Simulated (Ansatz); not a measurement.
Relaxed-ion elastic tensor of MgAl₂O₄ (spinel, space group No. 227) in GPa (Voigt order), the program Ansatz at the r²SCAN level (PAW); density 3.58 g/cm³, 9.43 Å³ per atom.

```
283  159  159  0.0  0.0  0.0
159  283  159  0.0  0.0  0.0
159  159  283  0.0  0.0  0.0
0.0  0.0  0.0  154  0.0  0.0
0.0  0.0  0.0  0.0  154  0.0
0.0  0.0  0.0  0.0  0.0  154
```

Problem. Is the crystal mechanically stable?

Solution. Yes: the smallest eigenvalue of C is 124 GPa.

Problem. Work out the Voigt, Reuss and Hill averages.

Solution. K_V = 201, K_R = 201, K_H = 201; G_V = 117, G_R = 96.7, G_H = 107 GPa.

Problem. Give Young's modulus, Poisson's ratio, Pugh's ratio and the universal anisotropy index.

Solution. E = 9KG/(3K + G) = 273 GPa; ν = 0.27; K/G = 1.88 (ductile by the Pugh limit of 1.75); A_U = 5G_V/G_R + K_V/K_R − 6 = 1.07.

Problem. Estimate the sound speeds and the Debye temperature.

Solution. v_l = √((K + 4G/3)/ρ) = 9800 m/s, v_t = √(G/ρ) = 5470 m/s, mean 6090 m/s; Θ = (h/k)(3n/4πV)^(1/3) v_m = 858 K.

Problem. Give the Zener ratio and Young's modulus along [100], [110] and [111].

Solution. A = 2C44/(C11 − C12) = 2.49; 1/E = S11 − 2(S11 − S12 − S44/2)Γ with Γ = 0, 1/4, 1/3 gives 169, 284, 368 GPa.

Space group Fd-3m (spinel). The r²SCAN relaxation kept the symmetry of its start; of distortions, only those at the zone centre were tested.

Potentials: the later of the program's two PAW sets.
